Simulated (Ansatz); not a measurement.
# Stack of Ti2CO2 MXene under W2CCl2 MXene, shifted by a third of the diagonal in a perpendicular field, part 4 of 4

What dipole does a perpendicular field induce in the stack of Ti2CO2 MXene under W2CCl2 MXene, shifted by a third of the diagonal? A positive field points along +c.

Ansatz 0.2.0; plane-wave DFT, RPBE-D3(BJ), Ansatz PAW (the session's first sound run).

So far. Step 11 (Relaxing in the field, field -0.1 V/Å): The dipole is 0.0268 e·Å, -0.0626 e·Å from its value without field. Step 12 (Response, atoms relaxed): The induced dipole is that of a conductor 15.25 Å thick.

**14. The same run with other settings**

This step: plane-wave DFT, RPBE-D3(BJ), Ansatz PAW, but for the change named below (Ansatz 0.2.0).

Another changed input: it repeats the earlier run at 0.05 V/Å with hamiltonian.dispersion from d3bj to d4, magnetization to spin_polarized: true and basis.ecutwfc to 500 eV.

The input, input.yaml:

```yaml
crystal:
  lattice:
    - [2.9256952147, 0.0, 0.0]
    - [-1.4628476074, 2.5337263797, 0.0]
    - [0.0, 0.0, 31.549877884]
  atoms:
    - { symbol: O, position: [0.3333333333, 0.6666666667, 0.2852625938], spin: 1.0 }
    - { symbol: Ti, position: [0.6666666667, 0.3333333333, 0.3160661406], spin: 3.0 }
    - { symbol: C, position: [0.0, 0.0, 0.3558028907], spin: 2.0 }
    - { symbol: Ti, position: [0.3333333333, 0.6666666667, 0.3949536588], spin: 1.0 }
    - { symbol: O, position: [0.6666666667, 0.3333333333, 0.4265084324], spin: 2.0 }
    - { symbol: Cl, position: [0.6666666667, 0.3333333333, 0.5169169846], spin: 1.0 }
    - { symbol: W, position: [0.0, 0.0, 0.5760601208], spin: 1.0 }
    - { symbol: C, position: [0.3333333333, 0.6666666667, 0.6155885443], spin: 2.0 }
    - { symbol: W, position: [0.6666666667, 0.3333333333, 0.654817037], spin: 3.0 }
    - { symbol: Cl, position: [0.0, 0.0, 0.7147374062], spin: 2.0 }
kpoints:
  mp_grid: { grid: [18, 18, 1] }
  band_path:
    path: [[0, 0, 0], [0.5, 0, 0], [0.33333333, 0.33333333, 0], [0, 0, 0]]
    npoints: 16
hamiltonian:
  xc: rpbe
  dispersion: d4
scf:
  occupations: { method: fermi_dirac, width: 0.05 }
  convergence: { dr2_threshold: 1.0e-10 }
efield:
  axis: 3
  dipole_correction: true
  ramp_position: 0.97
  ramp_width: 0.06
  amplitude: 0.05
output:
  write_potential: true
  write_density: true
  volumetric_format: npy
magnetization:
  spin_polarized: true
basis:
  ecutwfc: "500 eV"
```

Run with:

```bash
ansatz run input.yaml --threads 4 --pin off --max-ram 6144MiB --backend cpu --events-out ev --progress --plain --runs-dir out
```

Numbers of over 12 decimals in the logs are rounded to 6 here.

What it wrote:

```text
Warning: where an SCF of this run starts from atoms to list the orders of its open shells, Ti (site 1, from 0) starts with 2.00 μB on its 3d shell, in the place of the 3.00 μB that the deck gives it: its open shells can hold no more by Hund's first rule. To start from spheres of the given moment, type scf.initial_density.shell_occupations: []
[...]
Crystal: 10 atoms, lattice volume = 233.876 Å³
Basis set: ecut = 500 eV, 6019 PW (Γ)
Bands: 63, of which v1, the nominal top of the filled ones, is band 43 counted from 1 (42 counted from 0)
Symmetry: 6 space group operations
k-points: 37 of 324 (time reversal used)
[...]
Starting moments: Σ|m| = 18 μB on 10 of 10 sites
[...]
SCF iter   1: F=—  HF=-29607.803658 eV  |F-HF|=—  |Δ(HF+E_count)|=         —  Δρ=9.04e-2 (↑6.45e-2 ↓9.04e-2)  dr2=8.67e1  dr2_m=1.09e1  M=1.359 μB ∫|m|=1.493 μB  β_m=0.33  ethr=3.10e-3  p=0.032 e·Å  D=2.47e-2 V/Å  ΔV_dip=-0.78 eV  dr2_dipole=4.09e1  V_vac-E_F(+/−)=6.31/5.64 eV  ⟨swp⟩=10.9  Hψ=25934  notcnv=0  defer=28
[...]
spin=Collinear: LDOS preconditioning applied to the charge; magnetization (m = ρ↑ − ρ↓) channel mixes plain (no charge-response kernel on spin).
SCF iter   2: F=—  HF=-29614.938987 eV  |F-HF|=—  |Δ(HF+E_count)|=    7.14e0  Δρ=5.81e-2 (↑4.62e-2 ↓5.81e-2)  dr2=3.20e1  dr2_m=5.25e0  M=1.030 μB ∫|m|=1.135 μB  β_m=0.55  ethr=3.10e-3  p=0.042 e·Å  D=3.21e-2 V/Å  ΔV_dip=-1.01 eV  dr2_dipole=1.64e1  V_vac-E_F(+/−)=5.55/5.12 eV  ⟨swp⟩=3.1  Hψ=9244  notcnv=0  defer=614
density mixer auto → msr1: a metal under ldos (density of states about μ 0.99 of a free-electron gas's, 22 screened modes)
SCF iter   3: F=—  HF=-29622.617871 eV  |F-HF|=—  |Δ(HF+E_count)|=    7.68e0  Δρ=1.09e-2 (↑1.09e-2 ↓8.54e-3)  dr2=4.12e-1  dr2_m=1.64e-1  M=0.104 μB ∫|m|=0.203 μB  β_m=0.64  ethr=3.10e-3  p=0.113 e·Å  D=8.74e-2 V/Å  ΔV_dip=-2.76 eV  dr2_dipole=1.44e-1  V_vac-E_F(+/−)=4.39/5.70 eV  ⟨swp⟩=4.0  Hψ=11140  notcnv=0  defer=592
[...]
SCF iter  14: F=-29622.660080 eV  HF=-29622.660080 eV  |F-HF|=4.37e-11  |Δ(HF+E_count)|=  2.18e-11  Δρ=5.43e-8 (↑4.93e-8 ↓5.43e-8)  dr2=3.41e-11  dr2_m=1.55e-12  M=-0.000 μB ∫|m|=0.000 μB  ethr=1.00e-12  p=0.120 e·Å  D=9.29e-2 V/Å  ΔV_dip=-2.93 eV  dr2_dipole=1.92e-13  V_vac-E_F(+/−)=4.21/5.70 eV  ⟨swp⟩=14.9  Hψ=26189  notcnv=0
SCF 1 converged in 14 iterations: F = -29622.660080 eV  dr2 = 3.41e-11
[...]
WARN: the starting moments were not kept: the SCF closed with an absolute magnetisation of 3.6e-6 μB, where they sum to 18 μB in size (10 sites). That is at most 0.1 of that sum. Measured as dr2_m measures the in/out step, that magnetisation stands 1.1e-12 eV from none, at or under the dr2_threshold of 1.0e-10 eV: it is no larger than a step whose dr2_m would equal this threshold. The system may hold no moment; this  [...]
[...]
SCF converged after 14 iterations
Magnetization: -0.0000 μB (43.0000 up, 43.0000 down)
Absolute magnetization: 0.0000 μB (∫|ρ↑−ρ↓|, with the PAW one-centre terms)
[...]
Per-site moments (μB) at R_I (Å): [(-8.97206187334851e-8, 0.803869), (1.9602826564805746e-8, 0.803869), (6.949967705983172e-8, 0.863196), (7.965194223951183e-8, 0.808789), (-2.590196842176299e-7, 0.808789), (-8.202953720675431e-8, 1.038242), (-5.896354666438683e-7, 0.866106), (4.08933104114533e-8, 0.863793), (5.852693834697074e-7, 0.863793), (1.3389133079729647e-7, 1.045762)]
Free energy (F): -29622.660080 eV
[...]
Internal energy: -29622.640747 eV  (E = F + TS)
E sigma→0 (E₀):  -29622.650413 eV
Entropy (-TS):   -0.019333 eV (-1.933 meV/atom)
Fermi energy:    5.187177 eV
Dipole field:    D = 0.092948 V/Å  (p = 0.120133 e·Å, saw-weighted, corrected)
Work function:   not extracted (applied field tilts the vacuum); planar V_es + V_field profile in the machine report
[...]
--- Band table (eV; the first three rows and the last of 74) ---
  k-point 0 ↑: bands = [... 39 lower, 3.4258, 3.8903, 4.9068, 4.9068, 5.6041, 5.6041, 5.6154, 5.6154, ... 16 higher]
  k-point 1 ↑: bands = [... 39 lower, 3.5615, 3.9535, 4.5212, 4.6764, 5.3969, 5.5484, 5.6420, 5.7809, ... 16 higher]
  k-point 2 ↑: bands = [... 39 lower, 3.7597, 3.8022, 4.0528, 4.2731, 5.0930, 5.5538, 5.6034, 5.9582, ... 16 higher]
  k-point 36 ↓: bands = [... 39 lower, 2.0802, 3.4890, 4.7710, 4.7998, 4.8745, 6.6100, 6.6120, 6.6585, ... 16 higher]
```

Wall time 1.7 min (4 threads of Arm Neoverse V2, shared host); peak memory 1.8 GiB; 6.9 min of CPU time.

Numbers from this step:

```
energy at zero smearing : -29622.6504 eV
dipole along the normal : 0.1201 e·Å
```

Deep bands are left out, so band numbers here count from the lowest band kept and differ from the log's. Electronic bands along the path, in eV, zero at the Fermi level; # counts the bands kept:

```csv
point,up #19,up #20,up #21,up #22,down #19,down #20,down #21,down #22
Γ,-0.28,-0.28,0.42,0.42,-0.28,-0.28,0.42,0.42
halfway,-1.57,-0.50,-0.19,0.25,-1.57,-0.50,-0.19,0.25
M,-0.66,-0.07,1.20,1.58,-0.66,-0.07,1.20,1.58
halfway,-0.49,0.27,0.80,0.95,-0.49,0.27,0.80,0.95
K,-0.42,-0.39,-0.31,1.42,-0.42,-0.39,-0.31,1.42
halfway,-1.82,-1.04,0.44,0.86,-1.82,-1.04,0.44,0.86
Γ,-0.28,-0.28,0.42,0.42,-0.28,-0.28,0.42,0.42
```

| quantity | this run | earlier run | difference |
| --- | --- | --- | --- |
| dipole along the normal (e·Å) | 0.1201 | 0.1201 | -3.4e-6 |

The dipole moves by under 0.5 % or 5e-5 e·Å. The run took 14 SCF cycles against 15.

Of the bands kept, 4 cross the Fermi level on this path, both spins counted.

**15. What came out**

| Quantity | Value |
| --- | --- |
| gap without field | none |
| work function, upper face | 3.89 eV |
| step between the vacuum levels | -2.18 eV |
| equivalent conductor thickness, atoms held | 15.0 Å |
| equivalent conductor thickness, atoms relaxed | 15.3 Å |

**Reading.** The induced dipole equals that of a perfect conductor 14.99 Å thick, while the outer atoms lie 13.55 Å apart. The two faces differ: the vacuum level above lies 2.18 eV lower than the one below. Letting the atoms follow the field adds 0.26 Å to the equivalent conductor thickness: the ionic part of the response. There is no gap over 0.03 eV, with or without the field. The main runs have no spin polarisation; a magnetic state could lie lower and would change these results. Spin-orbit coupling is left out, which matters for the bands of elements this heavy. RPBE with D3(BJ) overbinds, and the relaxed cell is some per cent too small. The MXene's terminations sit over the metal atoms of its far layer; the site over carbon or nitrogen, which some compounds prefer, was not run. With this functional, D3(BJ) tends to leave the relaxed cell short of measured lattice constants, by some per cent.

[Logs are printed without paths, hosts, clocks, repeated set-up lines and the standing remarks that a program may print on its own settings, such as how far it seeks lower states.]

[Hosts, paths, dates, database ids (printed as entryN), source tags and the programs' standing remarks are cut or masked in the printed files.]

[Maps of the electrostatic potential energy from Ansatz leave out the sawtooth potential of an applied field or a dipole correction, so their vacuum need not be flat; planar profiles and work functions include it.]
